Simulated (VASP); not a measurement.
Wanted: the native input for a VASP 6.6.1 run.

* Task: relaxation of cell and atoms
* Functional: PBE
* Potentials or basis: VASP PAW PBE potentials, release 64 (Hf_pv)
* Cutoff: 600 eV
* k mesh: 10 × 10 × 5
* Occupations: fermi-dirac, width 0.05 eV
* Spin: no spin polarisation
* Further INCAR settings: ALGO = Normal; EDIFF = 1e-06; IBRION = 2; EDIFFG = -0.005; NSW = 40; ISIF = 3

The structure of Hf lies in POSCAR:

```
Hf
1.0
    3.1967000000      0.0000000000      0.0000000000
   -1.5983500000      2.7684234083      0.0000000000
    0.0000000000      0.0000000000      5.0578000000
Hf
2
Direct
    0.6666666667      0.3333333333      0.7500000000
    0.3333333333      0.6666666667      0.2500000000
```

One way to write it, as run:

INCAR

```
SYSTEM = Hf
ALGO = Normal
EDIFF = 1E-6
EDIFFG = -0.005
ENCUT = 600
GGA = PE
IBRION = 2
ISIF = 3
ISMEAR = -1
LASPH = .TRUE.
LCHARG = .FALSE.
LREAL = .FALSE.
LWAVE = .FALSE.
NELM = 60
NSW = 40
PREC = Accurate
PSTRESS = 0
SIGMA = 0.05
```

KPOINTS

```
k-points
0
G
  10 10 5
  0 0 0
```

Potentials or basis: VASP PAW PBE potentials, release 64 (Hf_pv).

Command:

```bash
$ cat potpaw_PBE.64/Hf_pv/POTCAR > POTCAR
$ mpirun -np 1 vasp_std > vasp.out
```

Results of the run:

| Property | Result |
| --- | --- |
| Relaxed volume | 22.42 Å³/atom |
| Relaxed cell | a = 3.202 Å, b = 3.202 Å, c = 5.049 Å, α = 90.00°, β = 90.00°, γ = 120.00° |
| Space group after relaxing (to 0.05 Å) | P6_3/mmc (No. 194) |
| Energy gained by relaxing | 0.1 meV/atom |
| Ionic steps | 5 |
| Pressure after relaxing | 0.0 GPa |
| Band gap on the k mesh | none (metal or under the smearing width) |

It took 110 s on 1 thread of AMD EPYC 7R43 64-Core Processor (Zen 3), with other jobs on the host, peak memory 0.16 GiB.
